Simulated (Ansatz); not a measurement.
TiO₂ (I4_1/amd) from a database of computed structures, relaxed with r2SCAN in Ansatz 0.2.0. Space group I4_1/amd (No. 141), tetragonal; conventional cell a = 3.778 Å, c = 9.584 Å, 11.40 Å³ an atom. Ti is surrounded by 6 O at 1.93–1.99 Å and 4 Ti at 3.05 Å; O is surrounded by 3 Ti at 1.93–1.99 Å.

The axes x, y and z are those of this cell:
```
Ti O
1.0
     2.67121   -2.67128   -0.01998
     2.67121    2.67128   -0.01998
    -2.63529    0.00000    4.81193
Ti O
2 4
Direct
  0.12501 0.87499 0.25000
  0.87499 0.12501 0.75000
  0.33225 0.08226 0.66451
  0.66775 0.91774 0.33549
  0.91774 0.66775 0.83549
  0.08226 0.33225 0.16451
```

Unstrained: The PBE gap is indirect, 2.147 eV (Γ–X (0.88 of the way from Γ) to Γ), below the direct gap of 2.472 eV at Γ–M (0.60 of the way from Γ). With r2SCAN the valence top lies at Γ–X (0.88 of the way from Γ) and the conduction bottom at Γ, 2.528 eV higher; the smallest vertical gap, at Γ–M (0.60 of the way from Γ), is 2.866 eV. HSE06 gives an indirect gap of 3.639 eV, from Γ–X (0.88 of the way from Γ) to Γ; the least direct gap is 3.990 eV at Γ–M (0.50 of the way from Γ). Meshes: PBE 8×8×8, r2SCAN 8×8×8, HSE06 4×4×4. Strains are changes of length per length, and xy shears are angles. After each strain the atoms were relaxed again with r2SCAN within the symmetry that the strain leaves, so tilts or polar shifts that break it weren't tested; points keep the names that they have in the unstrained zone. No spin polarisation and no zero-point or thermal motion.

Q: Apply xy shear, engineering strain (angle) +5.4 %. How far does the gap move, against the unstrained cell?

A: PBE: the gap goes from 2.147 to 2.189 eV (+0.042 eV); the edges go from Γ–X (0.88) → Γ to (0.411, 0.453, -0.432) → Γ. r2SCAN: the gap goes from 2.528 to 2.573 eV (+0.045 eV); the edges go from Γ–X (0.88) → Γ to (0.411, 0.453, -0.432) → Γ. HSE06: the gap goes from 3.639 to 3.689 eV (+0.050 eV); the edges go from Γ–X (0.88) → Γ to (0.411, 0.453, -0.432) → Γ. The r2SCAN energy rises by 10.9 meV an atom.

Q: Apply epitaxial -1.05 % in the xy plane, free normal strain +1.60 %. How far does the gap move, against the unstrained cell?

A: PBE: the gap goes from 2.147 to 2.254 eV (+0.107 eV); the edges go from Γ–X (0.88) → Γ to Γ–X (0.85) → Γ. r2SCAN: the gap goes from 2.528 to 2.642 eV (+0.114 eV); the edges go from Γ–X (0.88) → Γ to Γ–X (0.85) → Γ. HSE06: the gap goes from 3.639 to 3.756 eV (+0.117 eV); the edges go from Γ–X (0.88) → Γ to Γ–X (0.85) → Γ. The r2SCAN energy rises by 2.4 meV an atom.

Q: Apply uniaxial +0.9 % along y, other directions held. How far does the gap move, against the unstrained cell?

A: PBE: the gap goes from 2.147 to 2.119 eV (-0.028 eV); the edges go from Γ–X (0.88) → Γ to Γ–X (0.86) → Γ. r2SCAN: the gap goes from 2.528 to 2.498 eV (-0.030 eV); the edges go from Γ–X (0.88) → Γ to Γ–X (0.86) → Γ. HSE06: the gap goes from 3.639 to 3.606 eV (-0.033 eV); the edges go from Γ–X (0.88) → Γ to Γ–X (0.86) → Γ. The r2SCAN energy rises by 0.9 meV an atom.

Where an edge lies off the special points, it is a point of the mesh or the k point where a search put PBE's edge or least direct gap, reused for the other functionals, whose own edges may lie a little apart.

Coordinates of k points refer to the reciprocal vectors of the primitive cell of the runs.

The meshes of the hybrids are coarse, so their gaps aren't converged to the digits shown.
